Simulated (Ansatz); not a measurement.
# HfO2: moving one atom along a line

The task, for HfO2: map the energy as atom 1 (Hf) is pushed off its site.

Computed with Ansatz 0.2.0 (DFT PBE, scalar-relativistic, plane waves, PAW, unless a step's input says otherwise).

## (1) The structure to begin with

It takes space group Fm-3m (No. 225, cubic). Conventional cell: a = 5.115 Å, b = 5.115 Å, c = 5.115 Å, α = 90.00°, β = 90.00°, γ = 90.00°. Hf (site symmetry m-3m) is surrounded by 8 O at 2.21 Å. Around O (site symmetry -43m) lie 4 Hf at 2.21 Å.

Structure file:

```cif
data_structure
_symmetry_space_group_name_H-M 'Fm-3m'
_symmetry_Int_Tables_number 225
_cell_length_a 5.1150
_cell_length_b 5.1150
_cell_length_c 5.1150
_cell_angle_alpha 90.000
_cell_angle_beta 90.000
_cell_angle_gamma 90.000
_cell_volume 133.82
loop_
_atom_site_label
_atom_site_type_symbol
_atom_site_symmetry_multiplicity
_atom_site_Wyckoff_symbol
_atom_site_fract_x
_atom_site_fract_y
_atom_site_fract_z
_atom_site_occupancy
Hf1 Hf 4 a 0.00000 0.00000 0.00000 1
O1 O 8 c 0.25000 0.25000 0.25000 1
```

No relaxation comes first: the listed cell is the starting point.

## (2) Zero of energy

The cell is repeated 4 times, 12 atoms in all. Reference values: F = -67445.6309 eV; pressure -2.46 GPa; largest force 0.000 eV/Å; gap on the mesh 3.72 eV. It was computed beforehand with the settings of the runs below.

## (3) Next: moving one atom along a line

Atom 1 (Hf) is moved by x along the Cartesian unit vector (0.707, -0.707, 0.000); the cell and all other atoms stay fixed. Forces below are components along that vector, summed over the moved atoms. In a periodic cell its images move with it.

## (4) At x = -0.200 Å

input.yaml

```yaml
crystal:
  lattice:
    - [5.115, 0.0, 0.0]
    - [0.0, -5.115, 0.0]
    - [0.0, 0.0, -5.115]
  atoms:
    - { symbol: Hf, position: [-0.027648359, 0.472351641, 0.5] }
    - { symbol: Hf, position: [0.5, 0.0, 0.5] }
    - { symbol: Hf, position: [0.5, 0.5, 0.0] }
    - { symbol: Hf, position: [0.0, 0.0, 0.0] }
    - { symbol: O, position: [0.25, 0.25, 0.25] }
    - { symbol: O, position: [0.75, 0.75, 0.25] }
    - { symbol: O, position: [0.75, 0.25, 0.75] }
    - { symbol: O, position: [0.25, 0.75, 0.75] }
    - { symbol: O, position: [0.75, 0.75, 0.75] }
    - { symbol: O, position: [0.25, 0.25, 0.75] }
    - { symbol: O, position: [0.25, 0.75, 0.25] }
    - { symbol: O, position: [0.75, 0.25, 0.25] }
basis:
  ecutwfc: 420
kpoints:
  mp_grid: { grid: [6, 6, 6] }
hamiltonian:
  xc: pbe
scf:
  occupations: { method: gaussian, width: 0.05 }
output:
  forces: true
  stress: true
  eigenvalues: true
```

On the command line:

```
$ ansatz run input.yaml --threads 2 --pin off --max-ram 5120MiB --backend cpu --events-out ev --progress --plain --runs-dir out
```

## (5) Point x = 0.150 Å

Edit input.yaml of step 4 so:

```diff
@@ -6,3 +6,3 @@
   atoms:
-    - { symbol: Hf, position: [-0.027648359, 0.472351641, 0.5] }
+    - { symbol: Hf, position: [0.0207362692, 0.5207362692, 0.5] }
     - { symbol: Hf, position: [0.5, 0.0, 0.5] }
```

## (6) x = -0.100 Å

Edit input.yaml of step 5 so:

```diff
@@ -6,3 +6,3 @@
   atoms:
-    - { symbol: Hf, position: [0.0207362692, 0.5207362692, 0.5] }
+    - { symbol: Hf, position: [-0.0138241795, 0.4861758205, 0.5] }
     - { symbol: Hf, position: [0.5, 0.0, 0.5] }
```

## (7) At x = 0.050 Å

Edit input.yaml of step 6 so:

```diff
@@ -6,3 +6,3 @@
   atoms:
-    - { symbol: Hf, position: [-0.0138241795, 0.4861758205, 0.5] }
+    - { symbol: Hf, position: [0.0069120897, 0.5069120897, 0.5] }
     - { symbol: Hf, position: [0.5, 0.0, 0.5] }
```

## (8) x = 0.175 Å

Edit input.yaml of step 7 so:

```diff
@@ -6,3 +6,3 @@
   atoms:
-    - { symbol: Hf, position: [0.0069120897, 0.5069120897, 0.5] }
+    - { symbol: Hf, position: [0.0241923141, 0.5241923141, 0.5] }
     - { symbol: Hf, position: [0.5, 0.0, 0.5] }
```

## (9) Point x = 0.125 Å

Edit input.yaml of step 8 so:

```diff
@@ -6,3 +6,3 @@
   atoms:
-    - { symbol: Hf, position: [0.0241923141, 0.5241923141, 0.5] }
+    - { symbol: Hf, position: [0.0172802244, 0.5172802244, 0.5] }
     - { symbol: Hf, position: [0.5, 0.0, 0.5] }
```

## (10) Point x = 0.075 Å

Edit input.yaml of step 9 so:

```diff
@@ -6,3 +6,3 @@
   atoms:
-    - { symbol: Hf, position: [0.0172802244, 0.5172802244, 0.5] }
+    - { symbol: Hf, position: [0.0103681346, 0.5103681346, 0.5] }
     - { symbol: Hf, position: [0.5, 0.0, 0.5] }
```

## (11) At x = 0.025 Å

Edit input.yaml of step 10 so:

```diff
@@ -6,3 +6,3 @@
   atoms:
-    - { symbol: Hf, position: [0.0103681346, 0.5103681346, 0.5] }
+    - { symbol: Hf, position: [0.0034560449, 0.5034560449, 0.5] }
     - { symbol: Hf, position: [0.5, 0.0, 0.5] }
```

(Steps that only read results are left out.)

What does the calculation give?

The runs gave:

| quantity | value |
| --- | --- |
| force constant along x, from the points at -0.100, 0 and 0.025 Å | 13.47 eV/Å² |

What this shows: The restoring force grows by 13.47 eV/Å per Å near the site; for the mass of Hf against a rigid frame that is a vibration of about 143 cm⁻¹. The undisturbed cell stays the lowest of the sampled points. The gap on the mesh stays between 3.46 and 3.72 eV. These runs have no spin-orbit coupling; with Hf it would split and shift bands.
